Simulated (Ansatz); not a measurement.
The system is ZrS2.

```
Zr S
1.0
     3.69138    0.00000    0.00000
    -1.84569    3.19683    0.00000
     0.00000    0.00000    6.04108
Zr S
1 2
Direct
  0.00000 0.00000 0.00000
  0.33333 0.66667 0.23791
  0.66667 0.33333 0.76209
```

The cell is a database's computed one.

Program: Ansatz 0.2.0. Alike in all runs: potentials or basis all-electron LAPW, scalar-relativistic; no spin polarisation; cell as given; smearing fermi-dirac 0.05 eV; basis error allowed 0.002 eV/atom.

Question: Order these runs on this cell by their pressure, lowest first.
A. level PBEsol; k mesh 6 × 6 × 4; cutoff (eV) 201
B. level LDA; k mesh 8 × 8 × 5; cutoff (eV) 200
C. level PBEsol+U; U Zr d U = 8 eV; k mesh 8 × 8 × 5; cutoff (eV) 201
D. level PBEsol+U; U Zr d U = 2 eV; k mesh 8 × 8 × 5; cutoff (eV) 201
E. level PBEsol+U; U Zr d U = 4 eV; k mesh 8 × 8 × 5; cutoff (eV) 201

Answer: B (-4.5 GPa), A (-2.5 GPa), D (-0.8 GPa), E (1.1 GPa), C (5.4 GPa).

Caveats: this functional lacks dispersion, which binds the layers, so the pressure and a relaxed spacing across them are unreliable (some runs); U is the effective U less J, on atomic orbitals that reach past the spheres (some runs).

Not every run made on this cell is shown here.
